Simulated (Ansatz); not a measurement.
# Relativistic treatment of RbBr

```yaml
crystal:
  lattice:
    - [0.00000, 3.42750, 3.42750]
    - [3.42750, 0.00000, 3.42750]
    - [3.42750, 3.42750, 0.00000]
  atoms:
    - { symbol: Rb, position: [0.00000, 0.00000, 0.00000] }
    - { symbol: Br, position: [0.50000, 0.50000, 0.50000] }
```

Atoms are numbered in the order listed.

The cell is COD entry 1010048, as deposited and not checked against the literature; nothing was relaxed. It is an old determination, and later ones may differ.

One fixed cell is solved with PBE by frozen-core PAW in Ansatz 0.2.0 under different relativistic treatments. Pressure is positive in compression.

Numerical set-up: a Γ-centred 7×7×7 k mesh, Fermi–Dirac smearing of 0.03 eV, cutoff 420 eV, no spin polarisation.

| setting | P (GPa) | gap over the k mesh and a high-symmetry path (eV) | lowest level at Γ above −25 eV, from the valence-band top or, without a gap, the Fermi level (eV) |
| --- | --- | --- | --- |
| scalar-relativistic | 0.99 | 4.36 | ? |
| with spin–orbit coupling | 0.99 | ? | -24.57 |

**Question.** Fill in "lowest level at Γ above −25 eV, from the valence-band top or, without a gap, the Fermi level (eV)" for the row "scalar-relativistic".

**Answer.** -24.42.

**Question.** What belongs in the row "with spin–orbit coupling", column "gap over the k mesh and a high-symmetry path (eV)"?

**Answer.** 4.20.
